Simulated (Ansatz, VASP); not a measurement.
## P in VASP and in Ansatz

```
P
1.0
     2.39192    0.00000    0.00000
     0.00000    2.40558    0.00000
    -0.02004    0.00000    4.78685
P
2
Direct
  0.00000 0.00000 0.74943
  0.00000 0.00000 0.25057
```

Change from the starting cell: volume scaled by 0.96.

Alike in both runs: task single point; functional PBE; k mesh 11 × 11 × 6; occupations fermi-dirac, width 0.05 eV; no spin polarisation.

|  | VASP | Ansatz |
| --- | --- | --- |
| version | VASP 6.6.1 | Ansatz 0.2.0 |
| potentials or method | VASP PAW PBE potentials, release 64 (P) | Ansatz PAW |
| plane-wave cutoff (eV) | 520 | 420 |
| valence electrons in the cell | 10 | 10 |

|  | VASP | Ansatz | Ansatz less VASP |
| --- | --- | --- | --- |
| gap on the k mesh at the Fermi level (eV) | none | none | - |
| pressure (GPa) | 7.4 | 7.7 | +0.36 |
| largest component of the traceless stress (GPa) | 0.81 | 0.83 | +0.018 |
| rms of the force components (eV/Å) | 0.007 | 0.008 | +0.0008 |

Atom by atom the forces differ by 0.001 eV/Å (rms over components). A gap of «none» marks a metal or a gap that the smearing closes.
